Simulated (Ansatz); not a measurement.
# Bands of TlCl

```xyz
2
Lattice="3.8340 0.0000 0.0000 0.0000 3.8340 0.0000 0.0000 0.0000 3.8340" Properties=species:S:1:pos:R:3 pbc="T T T"
Tl    0.0000    0.0000    0.0000
Cl    1.9170    1.9170    1.9170
```

Atom numbers follow the list: Tl1, Cl2.

The cell is COD entry 9008794, as deposited and not checked against the literature; nothing was relaxed. It is an old determination, and later ones may differ.

No spin–orbit coupling, which matters for the heavy atoms here.

These are results of Ansatz 0.2.0, DFT, PBE, all-electron LAPW, scalar-relativistic, not measurements.

The runs use a Γ-centred 8×8×8 k mesh, Fermi–Dirac smearing of 0.02 eV, basis error target 0.5 meV/atom, no spin polarisation.

Points in fractions of the reciprocal vectors of this cell: Γ (0, 0, 0), X (0, 0.5, 0), M (0.5, 0.5, 0), R (0.5, 0.5, 0.5). The path joins them by straight lines in the order Γ–X–M–Γ–R–X–R–M; legs that retrace an earlier one aren't tabulated. Energies are in eV from the top of the valence band.

**Question.** Metal or insulator at this level of theory?

**Answer.** An insulator or semiconductor: gap 2.08 eV, direct at X (0, 0.5, 0).

**Question.** Tabulate bands 22 to 28, counted from the lowest band of the run, along the path.

**Answer.** 
```
k (1/Å)  point  band 22  band 23  band 24  band 25  band 26  band 27  band 28
   0.00      Γ    -4.55    -1.53    -1.53    -1.53     7.79     7.79     7.82
   0.20           -4.70    -1.48    -1.48    -1.41     6.24     7.63     7.63
   0.41           -5.02    -1.33    -1.33    -1.02     4.44     7.18     7.18
   0.61           -5.33    -1.17    -1.17    -0.43     2.86     6.73     6.73
   0.82      X    -5.45    -1.10    -1.10     0.00     2.08     6.55     6.55
   1.02           -5.30    -1.50    -1.10    -0.26     2.54     6.12     6.74
   1.23           -4.87    -2.22    -1.08    -1.01     3.48     5.45     7.27
   1.43           -4.16    -2.79    -2.05    -1.07     4.42     5.02     8.01
   1.64      M    -3.36    -3.00    -3.00    -1.06     4.88     4.88     8.39
   1.93           -4.39    -2.80    -1.51    -1.08     4.22     5.07     7.76
   2.22           -4.88    -2.30    -1.21    -0.48     4.11     5.60     7.27
   2.51           -4.77    -1.77    -1.42    -1.02     5.99     6.48     7.52
   2.80      Γ    -4.55    -1.53    -1.53    -1.53     7.79     7.79     7.82
   3.15           -4.80    -1.70    -1.70    -0.75     6.00     6.38     6.38
   3.51           -4.60    -1.98    -1.98    -0.62     4.83     4.83     5.35
   3.86           -3.36    -2.07    -2.07    -1.64     3.23     3.23     4.39
   4.22      R    -2.15    -2.02    -2.02    -2.02     2.53     2.53     2.53
   4.51           -3.00    -2.20    -1.91    -1.87     2.93     3.12     3.93
   4.80           -4.30    -2.20    -1.61    -1.27     3.73     4.03     6.31
   5.09           -5.16    -1.64    -1.26    -0.45     2.89     5.57     6.97
   5.38      X    -5.45    -1.10    -1.10     0.00     2.08     6.55     6.55
   6.53      R    -2.15    -2.02    -2.02    -2.02     2.53     2.53     2.53
   6.74           -2.41    -2.20    -2.20    -1.90     2.87     2.87     3.19
   6.94           -2.88    -2.57    -2.57    -1.58     3.67     3.67     4.82
   7.15           -3.24    -2.88    -2.88    -1.22     4.50     4.50     6.93
   7.35      M    -3.36    -3.00    -3.00    -1.06     4.88     4.88     8.39
```

Kohn–Sham gaps of semilocal functionals usually fall short of measured ones.
